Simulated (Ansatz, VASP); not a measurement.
**One calculation of LiCl, two programs**

```
CELL_PARAMETERS angstrom
0.00000 2.56476 2.56476
2.53911 0.00000 2.56476
2.53911 2.56476 0.00000
ATOMIC_POSITIONS crystal
Li 0.00000 0.00000 0.00000
Cl 0.50000 0.50000 0.50000
```

Change from the starting cell: strain -0.0100 x Voigt [1, 0, 0, 0, 0, 0], atoms carried along.

Alike in both runs: task single point; functional PBE; k mesh 8 × 8 × 8; occupations gaussian, width 0.05 eV; no spin polarisation.

|  | VASP | Ansatz |
| --- | --- | --- |
| version | VASP 6.6.1 | Ansatz 0.2.0 |
| potentials or method | VASP PAW PBE potentials, release 64 (Li_sv, Cl) | scalar-relativistic, plane waves, PAW |
| plane-wave cutoff (eV) | 520 | 420 |
| valence electrons in the cell | 10 | 10 |

Ansatz gave:

* gap on the k mesh at the Fermi level (eV): 6.38
* least direct gap on the mesh (eV): 6.38

Problem. Estimate VASP's values.

Solution. gap on the k mesh at the Fermi level (eV): 6.39; least direct gap on the mesh (eV): 6.39.

With one functional, cell and mesh, what is left measures potentials, basis and numerics.

 A k mesh can miss the band edges.
